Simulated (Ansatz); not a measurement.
SnO, DFT, PBE, PAW with Ansatz's default frozen-core files, scalar-relativistic (Ansatz 0.2.0), run on 1 thread of Intel(R) Xeon(R) 6975P-C (Granite Rapids) on a shared host.

The cell is COD entry 9008956, as deposited and not checked against the literature; nothing was relaxed. The listed cell was then made from it by scaling, straining or moving an atom.

Command: `ansatz run input.yaml --threads 1 --pin off --max-ram 4096MiB --backend cpu --events-out ev --progress --plain --runs-dir out`

```yaml
crystal:
  lattice:
    - [3.802, -0.05703, -0.05703]
    - [-0.05703, 3.802, -0.05703]
    - [-0.07254, -0.07254, 4.836]
  atoms:
    - { symbol: Sn, position: [0.0, 0.5, 0.2385] }
    - { symbol: Sn, position: [0.5, 0.0, 0.7615] }
    - { symbol: O, position: [0.0, 0.0, 0.0] }
    - { symbol: O, position: [0.5, 0.5, 0.0] }
kpoints:
  mp_grid: { grid: [8, 8, 6] }
scf:
  occupations: { method: fermi_dirac, width: 0.01 }
hamiltonian:
  xc: pbe
  pseudopotentials: { kind: paw }
output:
  forces: true
  stress: true
  eigenvalues: true
  efg: { contact_densities: true }
```

Task: How large is the problem that the program sets up?

Result: 114 irreducible k-points, 1367 plane waves at Γ, 24 bands.

Task: Estimate the wall time and the peak memory.

Result: 7.6 s of wall time for 7 SCF iterations, with a peak of 0.54 GiB. Times on shared machines scatter by tens of per cent.

Task: And the same cell and mesh by crystal-made all-electron datasets, asked for forces, stress, eigenvalues, efg, on the same hardware?

Result: 27 s, peak memory 0.99 GiB.
